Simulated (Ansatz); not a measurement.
Runs of Ansatz 0.2.0 on MnO. Symmetry: Fm-3m, No. 225, cubic system. The conventional cell has a = 4.448 Å, b = 4.448 Å, c = 4.448 Å, α = 90.00°, β = 90.00°, γ = 90.00°. Mn (site symmetry m-3m) has 6 O at 2.22 Å as nearest neighbours. O (site symmetry m-3m) has 6 Mn at 2.22 Å as nearest neighbours. The cell is a database's computed one.

```csv
task,level,cell,cutoff (eV),smearing,gap on the mesh (eV),pressure (GPa),moment (μB),relaxed volume (Å³/atom)
single point,PBE,as given,324,gaussian 0.027 eV,none,0.2,4.80,-
relaxation of cell and atoms,PBEsol+D4,relaxed,-,fermi-dirac 0.05 eV,-,0.0,4.56,10.44
single point,PBE,as given,324,gaussian 0.025 eV,none,0.2,4.80,-
relaxation of cell and atoms,revPBE,relaxed,-,fermi-dirac 0.05 eV,-,0.0,(a),11.42
relaxation of cell and atoms,PBE+D3(BJ),relaxed,-,fermi-dirac 0.05 eV,-,0.0,4.80,(b)
```

Alike in all rows: potentials or basis all-electron LAPW, scalar-relativistic; spin collinear, ferromagnetic start; k mesh 10 × 10 × 10; basis error allowed 0.001 eV/atom.

Problem. Fill in the values left out.

Solution. (a) 4.89; (b) 11.04.

Caveats: a cell with one magnetic atom can't hold antiferromagnetic order, which such compounds often take; semilocal functionals often make such compounds metallic where correlation or magnetic order opens a gap, which also shifts bond lengths (some runs).

A gap of «none» marks a metal or a gap under the smearing width.
